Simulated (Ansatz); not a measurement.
# BeTe: how the settings move a single-point run

How sensitive is a single-point run of BeTe to its settings? A reference run comes first, then six runs with altered input. The cell is built on a prototype (rocksalt) and needn't be the phase found in nature.

Program: Ansatz 0.2.0. Level of theory: reference: DFT, r2SCAN, plane waves, PAW. These are calculated values, not measurements.

2 further runs of the same task are left out: 1 for a known fault of the program, 1 that didn't finish.

### 1 Starting point

Symmetry: Fm-3m, No. 225, cubic system. Conventional cell: a = 5.366 Å, b = 5.366 Å, c = 5.366 Å, α = 90.00°, β = 90.00°, γ = 90.00°. Be (site symmetry m-3m) has 6 Te at 2.68 Å as nearest neighbours. Around Te (site symmetry m-3m) lie 6 Be at 2.68 Å.

Structure file:

```
CELL_PARAMETERS angstrom
0.00000 2.68323 2.68323
2.68323 0.00000 2.68323
2.68323 2.68323 0.00000
ATOMIC_POSITIONS crystal
Be 0.00000 0.00000 0.00000
Te 0.50000 0.50000 0.50000
```

### 2 Baseline

Contents of input.yaml:

```yaml
crystal:
  lattice:
    - [0.0, 2.6832298771, 2.6832298771]
    - [2.6832298771, 0.0, 2.6832298771]
    - [2.6832298771, 2.6832298771, 0.0]
  atoms:
    - { symbol: Be, position: [0.0, 0.0, 0.0] }
    - { symbol: Te, position: [0.5, 0.5, 0.5] }
kpoints:
  mp_grid: { grid: [6, 6, 6] }
hamiltonian:
  xc: r2scan
scf:
  occupations: { method: fermi_dirac, width: 0.02 }
  n_extra_bands: 4
output:
  forces: true
  stress: true
  eigenvalues: true
```

Started as:

```sh
$ ansatz run input.yaml --threads 4 --pin off --max-ram 3686MiB --backend cpu --events-out ev --progress --plain --runs-dir out
```

### 3 Changed: eigensolver.kind dense

Changes to input.yaml since step 2:

```diff
@@ -15,2 +15,3 @@
   n_extra_bands: 4
+  eigensolver: { kind: dense }
 output:
```

### 4 Changed: ecutwfc 900

Changes to input.yaml since step 2:

```diff
@@ -19 +19,3 @@
   eigenvalues: true
+basis:
+  ecutwfc: 900
```

### 5 Variant: occupations.method cold, occupations.width 0.5

Changes to input.yaml since step 2:

```diff
@@ -13,3 +13,3 @@
 scf:
-  occupations: { method: fermi_dirac, width: 0.02 }
+  occupations: { method: cold, width: 0.5 }
   n_extra_bands: 4
```

### 6 Variant: dispersion rvv10

Changes to input.yaml since step 2:

```diff
@@ -12,2 +12,3 @@
   xc: r2scan
+  dispersion: rvv10
 scf:
```

### 7 Changed: mp_grid.shift [0.5, 0.5, 0.5]

Changes to input.yaml since step 2:

```diff
@@ -9,3 +9,3 @@
 kpoints:
-  mp_grid: { grid: [6, 6, 6] }
+  mp_grid: { grid: [6, 6, 6], shift: [0.5, 0.5, 0.5] }
 hamiltonian:
```

### 8 Variant: occupations.method gaussian, occupations.width 0.05

Changes to input.yaml since step 2:

```diff
@@ -13,3 +13,3 @@
 scf:
-  occupations: { method: fermi_dirac, width: 0.02 }
+  occupations: { method: gaussian, width: 0.05 }
   n_extra_bands: 4
```

Q: Predict the outcome of this session. Wanted: for each run, ending; energy change; pressure; gap; force.

As calculated:

| run | ending | energy change | pressure (GPa) | gap (eV) | force (eV/Å) | cycles | time |
| --- | --- | --- | --- | --- | --- | --- | --- |
| reference | converged | 0 | 0.1 | 0.00 | 0.00 | 6 | 1.4 s |
| 1: eigensolver.kind dense | converged | 0.0 meV/atom | 0.1 | 0.00 | 0.00 | 6 | 43 s |
| 2: ecutwfc 900 | converged | -0.8 meV/atom | 0.1 | 0.00 | 0.00 | 6 | 2.4 s |
| 3: occupations.method cold, occupations.width 0.5 | converged | +2.7 meV/atom (σ→0) | 0.1 | 0.00 | 0.00 | 8 | 1.5 s |
| 4: dispersion rvv10 | converged | +1.03 eV/atom (offset of the dispersion model) | -0.6 | 0.00 | 0.00 | 6 | 2.2 s |
| 5: mp_grid.shift [0.5, 0.5, 0.5] | converged | -9.9 meV/atom | 0.1 | 0.00 | 0.00 | 8 | 1.9 s |
| 6: occupations.method gaussian, occupations.width 0.05 | converged | 0.0 meV/atom (σ→0) | 0.1 | 0.00 | 0.00 | 6 | 1.4 s |

Residual by cycle in the longest SCF loop of each run; runs are numbered as in the table. The quantity is the density residual dr2, in eV.

| cycle | reference | run 1 | run 2 | run 3 | run 4 | run 5 | run 6 |
| --- | --- | --- | --- | --- | --- | --- | --- |
| 1 | 0.0105 | 0.00977 | 0.0103 | 0.0111 | 0.00911 | 0.00941 | 0.0107 |
| 2 | 0.00148 | 0.0017 | 0.00151 | 0.00707 | 0.00159 | 0.00702 | 0.00148 |
| 3 | 3.2e-5 | 4.4e-5 | 2.5e-5 | 1.7e-4 | 2.1e-5 | 2.2e-4 | 3.6e-5 |
| 4 | 4.7e-6 | 7.1e-6 | 4.2e-6 | 9.5e-5 | 2.6e-6 | 3.5e-4 | 4.6e-6 |
| 5 | 4.9e-7 | 2.3e-7 | 4.9e-7 | 1.9e-5 | 7.0e-7 | 2.8e-6 | 4.3e-7 |
| 6 | 7.3e-8 | 3.6e-8 | 9.4e-8 | 3.0e-6 | 1.8e-8 | 5.8e-7 | 5.4e-8 |
| 7 | - | - | - | 3.5e-7 | - | 1.1e-7 | - |
| 8 | - | - | - | 1.5e-8 | - | 5.0e-8 | - |

Of the variants the dearest is «eigensolver.kind dense» (43 s), the cheapest «occupations.method gaussian, occupations.width 0.05» (1.4 s), on a shared host.
